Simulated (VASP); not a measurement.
# PbSe (Fm-3m) in VASP: further runs

The runs below take PbSe through single point, with r2SCAN+rVV10.

Program: VASP 6.6.1. These are calculated values, not measurements. Logs are shortened: lines on timing, memory, paths and dates and some standing lists are left out, and cuts for length are marked.

**The experiment to reproduce.**

A printed reference work, monograph reports, for a bulk crystal of PbSe at 300 K: band gap 0.28 eV (direct).

How close the calculation comes is told below.

## 1. The cell of the first run

It takes space group Fm-3m (No. 225, cubic). Conventional cell: a = 6.141 Å, b = 6.141 Å, c = 6.141 Å, α = 90.00°, β = 90.00°, γ = 90.00°. Within 4.0 Å of Pb (site symmetry m-3m) lie 6 Se at 3.07 Å. Se (site symmetry m-3m) has 6 Pb at 3.07 Å within 4.0 Å.

## 2. Single point, r2SCAN+rVV10

The input, POSCAR:

```
PbSe
1.0
    0.0000000000      3.0703927988      3.0703927988
    3.0703927988      0.0000000000      3.0703927988
    3.0703927988      3.0703927988      0.0000000000
Pb Se
1 1
Direct
    0.0000000000      0.0000000000      0.0000000000
    0.5000000000      0.5000000000      0.5000000000
```

The input, INCAR.step1:

```
PREC = Accurate
ENCUT = 550
ISMEAR = 0
SIGMA = 0.02
LREAL = False
LASPH = True
NELM = 120
NBANDS = 17
GGA = PE
ALGO = Normal
EDIFF = 1E-5
LWAVE = True
LCHARG = False
GGA_COMPAT = False
```

The input, INCAR.step2:

```
PREC = Accurate
ENCUT = 550
EDIFF = 1E-6
ISMEAR = 0
SIGMA = 0.02
LREAL = False
LASPH = True
NELM = 120
ALGO = Normal
ISIF = 2
LWAVE = False
LCHARG = False
METAGGA = R2SCAN
LMIXTAU = True
LUSE_VDW = True
IVDW_NL = 2
BPARAM = 11.95
CPARAM = 0.0093
NBANDS = 17
ISTART = 1
GGA_COMPAT = False
```

The input, KPOINTS:

```
regular mesh
0
Gamma
  10 10 10
```

Potentials or basis: VASP PAW PBE potentials, release 64 (Pb_d, Se).

On the command line:

```bash
> cat potpaw_PBE.64/Pb_d/POTCAR potpaw_PBE.64/Se/POTCAR > POTCAR
> cp INCAR.step1 INCAR
> mpirun -np 1 vasp_std > vasp.out
> cp INCAR.step2 INCAR
> mpirun -np 1 vasp_std > vasp.out
```

OUTCAR:

```text
PREC = Accurate
   ENCUT = 550
   EDIFF = 1E-6
   ISMEAR = 0
   LREAL = False
   LASPH = True
   NELM = 120
   ISIF = 2
   METAGGA = R2SCAN
   IVDW_NL = 2
   BPARAM = 11.95
   ISTART = 1

 ion  position               nearest neighbor table
   1  0.000  0.000  0.000-   2 3.07   2 3.07   2 3.07   2 3.07   2 3.07   2 3.07
   2  0.500  0.500  0.500-   1 3.07   1 3.07   1 3.07   1 3.07   1 3.07   1 3.07

  LATTYP: Found a face centered cubic cell.
 ALAT       =     6.1407855976

  Lattice vectors:

 A1 = (   0.0000000000,   3.0703927988,   3.0703927988)
 A2 = (   3.0703927988,   0.0000000000,   3.0703927988)
 A3 = (   3.0703927988,   3.0703927988,   0.0000000000)

Analysis of symmetry for initial positions (statically):
=====================================================================
 Subroutine PRICEL returns:
 Original cell was already a primitive cell.

 Routine SETGRP: Setting up the symmetry group for a
 face centered cubic supercell.

 Subroutine GETGRP returns: Found 48 space group operations
 (whereof 48 operations were pure point group operations)
 out of a pool of 48 trial point group operations.

The static configuration has the point symmetry O_h .

Analysis of symmetry for dynamics (positions and initial velocities):
=====================================================================
 Subroutine PRICEL returns:
 Original cell was already a primitive cell.

 Routine SETGRP: Setting up the symmetry group for a
 face centered cubic supercell.

 Subroutine GETGRP returns: Found 48 space group operations
 (whereof 48 operations were pure point group operations)
 out of a pool of 48 trial point group operations.

The dynamic configuration has the point symmetry O_h .

 Subroutine INISYM returns: Found 48 space group operations
 (whereof 48 operations are pure point group operations),
 and found     1 'primitive' translations

----------------------------------------------------------------------------------------

                                     Primitive cell

  volume of cell :      57.8911

  direct lattice vectors                    reciprocal lattice vectors
[... 80 lines left out ...]
   ICHARG =      0    charge: 1-file 2-atom 10-const
   ISPIN  =      1    spin polarized calculation?
   LNONCOLLINEAR =      F non collinear calculations
   LSORBIT =      F    spin-orbit coupling
   LASPH  =      T    aspherical Exc in radial PAW
   ENCUT  =  550.0 eV  40.42 Ry    6.36 a.u.   8.30  8.30  8.30*2*pi/ulx,y,z
   NELM   =    120;   NELMIN=  2; NELMDL=  0     # of ELM steps
   EDIFF  = 0.1E-05   stopping-criterion for ELM
   LREAL  =      F    real-space projection
   EDIFFG = 0.1E-04   stopping-criterion for IOM
   NSW    =      0    number of steps for IOM
   IBRION =     -1    ionic relax: 0-MD 1-quasi-New 2-CG
   NFREE  =      0    steps in history (QN), initial steepest desc. (CG)
   ISIF   =      2    stress and relaxation
   ISYM   =      2    0-nonsym 1-usesym 2-fastsym
   POTIM  = 0.5000    time-step for ionic-motion
   TEBEG  =    0.0;   TEEND  =   0.0 temperature during run
   PSTRESS=    0.0 pullay stress
   NELECT =      20.0000    total number of electrons
   NUPDOWN=      -1.0000    fix difference up-down
   EMIN   =  10.00;   EMAX   =-10.00  energy-range for DOS
   EFERMI =   0.00;   METHOD = LEGACY
   ISMEAR =     0;   SIGMA  =   0.02  broadening in eV -4-tet -1-fermi 0-gaus
   EFERMI_NEDOS =   21; number of points for ismear=-14 and -15
   IALGO  =     38    algorithm
   IMIX   =      4    mixing-type and parameters
     AMIX     =   0.40;   BMIX     =  1.00
     AMIX_MAG =   1.60;   BMIX_MAG =  1.00
  volume/ion in A,a.u.               =      28.95       195.33
  Fermi-wavevector in a.u.,A,eV,Ry     =   1.148720  2.170766 17.953675  1.319558
  Thomas-Fermi vector in A             =   2.285394
   LORBIT       =      0    0 simple, 1 ext, 2 COOP (PROOUT), +10 PAW based schemes
   METAGGA = R2SCAN    functional components
   LHFCALC =     F    Hartree Fock is set to
   AEXX    =    0.0000 exact exchange contribution
   IVDW_NL    =     2    kernel type
   BPARAM     =11.9500
   IVDW    =     0    specifies the selected vdW correction
   LEPSILON=     F    determine dielectric tensor
   LRPA    =     F    only Hartree local field effects (RPA)
 non-spin polarized calculation
 Gauss-broadening in eV      SIGMA  =   0.02
  energy-cutoff  :      550.00
  volume of cell :       57.89
 maximum number of plane-waves:      1719
 NGX is ok and might be reduce to    36
   NGX = 17   NGY = 17   NGZ = 17

 number of electron      20.0000002 magnetization

 Free energy of the ion-electron system (eV)
  ---------------------------------------------------
  ext. energy  EPLUGINS =         0.00000000
  ---------------------------------------------------
  free energy    TOTEN  =       -71.41348433 eV

  energy without entropy =      -71.41348433  energy(sigma->0) =      -71.41348433

 E-fermi :   4.8958     XC(G=0): -10.0726

 val. band max:        4.7796460014   @ k =   0.5000   0.0000   0.0000
 cond. band min:       5.3505303615   @ k =   0.5000   0.0000   0.0000
 fundamental gap:      0.5708843601
 Fermi energy:         4.8957616235

 k-point     1 :       0.0000    0.0000    0.0000
  band No.  band energies     occupation
      1     -12.6343      2.00000
      2     -12.6343      2.00000
      3     -12.6343      2.00000
      4     -12.6314      2.00000
      5     -12.6314      2.00000
      6      -9.2874      2.00000
[... 457 lines left out ...]
      4     -12.6019      2.00000
      5     -12.5994      2.00000
      6      -8.1787      2.00000
[... 9 lines left out ...]
     16      16.0576      0.00000
     17      16.8016      0.00000

 [... further k-points ...]

------------------------ aborting loop because EDIFF is reached ----------------------------------------

  FORCE on cell =-STRESS in cart. coord.  units (eV):
  Direction    XX          YY          ZZ          XY          YZ          ZX
  --------------------------------------------------------------------------------------
  -------------------------------------------------------------------------------------
  Total        0.0720931      0.0720931      0.0720931      0.0000000      0.0000000      0.0000000
  in kB        1.9952279      1.9952279      1.9952279      0.0000000      0.0000000      0.0000000
  external PRESSURE =       1.9952279 kB  Pullay stress =       0.0000000 kB

 VOLUME and BASIS-vectors are now :
 -----------------------------------------------------------------------------
  energy-cutoff  :      550.00
  volume of cell :       57.89
      direct lattice vectors                 reciprocal lattice vectors
     0.000000000  3.070392799  3.070392799    -0.162845614  0.162845614  0.162845614
     3.070392799  0.000000000  3.070392799     0.162845614 -0.162845614  0.162845614
     3.070392799  3.070392799  0.000000000     0.162845614  0.162845614 -0.162845614

 POSITION                                       TOTAL-FORCE (eV/Angst)
 -----------------------------------------------------------------------------------
      0.00000      0.00000      0.00000         0.000000      0.000000      0.000000
      3.07039      3.07039      3.07039         0.000000      0.000000     -0.000000
 -----------------------------------------------------------------------------------
    total drift:                               -0.000000      0.000000      0.000000

  FREE ENERGIE OF THE ION-ELECTRON SYSTEM (eV)
  ---------------------------------------------------
  free  energy   TOTEN  =       -71.4134843254 eV

  energy  without entropy=      -71.4134843254  energy(sigma->0) =      -71.41348433
```

Wall time 1.9 min (1 thread of Intel Xeon 6975P-C (Granite Rapids), shared host); peak memory 0.41 GiB.

Results:

* Free energy: -71.4135 eV
* Pressure: 0.2 GPa
* Band gap on the k mesh: 0.57 eV

Caveat: the PAW data sets were made with another functional, which shifts forces and pressure a little; spin-orbit coupling is left out, which moves the levels of the heavy elements.

## 3. Single point, r2SCAN+rVV10 (29.81 Å³/atom)

This run uses another cell than the first one, of 29.81 Å³/atom.

The input, POSCAR:

```
PbSe
1.0
    0.0000000000      3.1007947046      3.1007947046
    3.1007947046      0.0000000000      3.1007947046
    3.1007947046      3.1007947046      0.0000000000
Pb Se
1 1
Direct
    0.0000000000      0.0000000000      0.0000000000
    0.5000000000      0.5000000000      0.5000000000
```

The input, INCAR.step1:

```
SYSTEM = PbSe
PREC = Accurate
ENCUT = 550
ISMEAR = 0
SIGMA = 0.02
LREAL = .FALSE.
LASPH = .TRUE.
NELM = 120
NBANDS = 17
GGA = PE
ALGO = Normal
EDIFF = 1E-5
LWAVE = .TRUE.
LCHARG = .FALSE.
GGA_COMPAT = .FALSE.
```

The input, INCAR.step2:

```
SYSTEM = PbSe
PREC = Accurate
ENCUT = 550
EDIFF = 1E-6
ISMEAR = 0
SIGMA = 0.02
LREAL = .FALSE.
LASPH = .TRUE.
NELM = 120
ALGO = Normal
ISIF = 2
LWAVE = .FALSE.
LCHARG = .FALSE.
METAGGA = R2SCAN
LMIXTAU = .TRUE.
LUSE_VDW = .TRUE.
IVDW_NL = 2
BPARAM = 11.95
CPARAM = 0.0093
NBANDS = 17
ISTART = 1
GGA_COMPAT = .FALSE.
```

The input, KPOINTS:

```
Automatic mesh
0
G
  10 10 10
  0 0 0
```

Potentials or basis: VASP PAW PBE potentials, release 64 (Pb_d, Se).

On the command line:

```bash
> cat potpaw_PBE.64/Pb_d/POTCAR potpaw_PBE.64/Se/POTCAR > POTCAR
> cp INCAR.step1 INCAR
> mpirun -np 1 vasp_std > vasp.out
> cp INCAR.step2 INCAR
> mpirun -np 1 vasp_std > vasp.out
```

Wall time 1.9 min (1 thread of Intel Xeon 6975P-C (Granite Rapids), shared host); peak memory 0.42 GiB.

The run converged. Its results:

| Quantity | Value |
| --- | --- |
| Free energy | -71.4075 eV |
| Pressure | -1.3 GPa |
| Band gap on the k mesh | 0.67 eV |

Levels at points of the mesh, in eV from the valence-band top:
| k point | band 8 | band 9 | band 10 | band 11 | band 12 | band 13 |
| --- | --- | --- | --- | --- | --- | --- |
| (0.00, 0.00, 0.00) | -1.81 | -1.81 | -1.81 | 4.97 | 4.97 | 4.97 |
| (0.50, 0.00, 0.00) | -1.42 | -1.42 | 0.00 | 0.67 | 2.02 | 2.02 |
| (0.50, 0.50, 0.00) | -4.81 | -3.12 | -3.12 | 4.15 | 5.87 | 5.87 |

Caveat: the PAW data sets were made with another functional, which shifts forces and pressure a little; spin-orbit coupling is left out, which moves the levels of the heavy elements.

## 4. Single point, r2SCAN+rVV10 (30.68 Å³/atom)

This run uses another cell than the first one, of 30.68 Å³/atom.

The input, POSCAR:

```
PbSe
1.0
    0.0000000000      3.1306118675      3.1306118675
    3.1306118675      0.0000000000      3.1306118675
    3.1306118675      3.1306118675      0.0000000000
Pb Se
1 1
Direct
    0.0000000000      0.0000000000      0.0000000000
    0.5000000000      0.5000000000      0.5000000000
```

The input, INCAR.step1:

```
SYSTEM = PbSe
  PREC = Accurate
  ENCUT = 550
  ISMEAR = 0
  SIGMA = 0.02
  LREAL = .FALSE.
  LASPH = .TRUE.
  NELM = 120
  NBANDS = 17
  GGA = PE
  ALGO = Normal
  EDIFF = 1E-5
  LWAVE = .TRUE.
  LCHARG = .FALSE.
  GGA_COMPAT = .FALSE.
```

The input, INCAR.step2:

```
SYSTEM = PbSe
  PREC = Accurate
  ENCUT = 550
  EDIFF = 1E-6
  ISMEAR = 0
  SIGMA = 0.02
  LREAL = .FALSE.
  LASPH = .TRUE.
  NELM = 120
  ALGO = Normal
  ISIF = 2
  LWAVE = .FALSE.
  LCHARG = .FALSE.
  METAGGA = R2SCAN
  LMIXTAU = .TRUE.
  LUSE_VDW = .TRUE.
  IVDW_NL = 2
  BPARAM = 11.95
  CPARAM = 0.0093
  NBANDS = 17
  ISTART = 1
  GGA_COMPAT = .FALSE.
```

KPOINTS is that of step 3.

On the command line:

```bash
> cat potpaw_PBE.64/Pb_d/POTCAR potpaw_PBE.64/Se/POTCAR > POTCAR
> cp INCAR.step1 INCAR
> mpirun -np 1 vasp_std > vasp.out
> cp INCAR.step2 INCAR
> mpirun -np 1 vasp_std > vasp.out
```

Run time: 2 min. Hardware: 1 thread of Intel Xeon 6975P-C (Granite Rapids), shared host; peak memory 0.42 GiB.

The run converged. Its results:

```
Free energy            : -71.3862 eV
Pressure               : -2.6 GPa
Band gap on the k mesh : 0.75 eV
```

Levels at points of the mesh, in eV from the valence-band top:
```tsv
k point	band 7	band 8	band 9	band 10	band 11	band 12	band 13	band 14
(0.00, 0.00, 0.00)	-6.41	-1.66	-1.66	-1.66	4.93	4.93	4.93	7.11
(0.50, 0.00, 0.00)	-8.64	-1.29	-1.29	0.00	0.75	2.10	2.10	8.96
(0.50, 0.50, 0.00)	-7.38	-4.55	-2.92	-2.92	4.28	5.77	5.77	6.21
```

Caveat: the PAW data sets were made with another functional, which shifts forces and pressure a little; spin-orbit coupling is left out, which moves the levels of the heavy elements. A k mesh can miss the band edges.

## 5. Summary

```csv
cell,gap on the mesh (eV),pressure (GPa)
"a = 4.342 Å, angles 60.0°, 2 atoms",0.57,0.2
"a = 4.385 Å, angles 60.0°, 2 atoms",0.67,-1.3
"a = 4.427 Å, angles 60.0°, 2 atoms",0.75,-2.6
```

Alike in all rows: task single point; level r2SCAN+rVV10; potentials or basis VASP PAW PBE potentials, release 64 (Pb_d, Se); no spin polarisation; k mesh 10 × 10 × 10; cutoff (eV) 550; smearing gaussian 0.02 eV.

Caveats: the PAW data sets were made with another functional, which shifts forces and pressure a little; spin-orbit coupling is left out, which moves the levels of the heavy elements.

Absolute energies hang on the potentials; compare differences alone.

## 6. Comparison with measurements

Step 2. Against the measured gap of PbSe, 0.28 eV (direct; 300 K; a printed reference work, monograph), the calculated 0.57 eV is off by +0.29 eV. 2 values of this kind are on record (0.15 to 0.28 eV); this one was drawn at random. Spin-orbit coupling on Pb, Se is left out. The value is that of r2SCAN+rVV10 on a finite k mesh, which can miss the band edges, without temperature or zero-point motion.
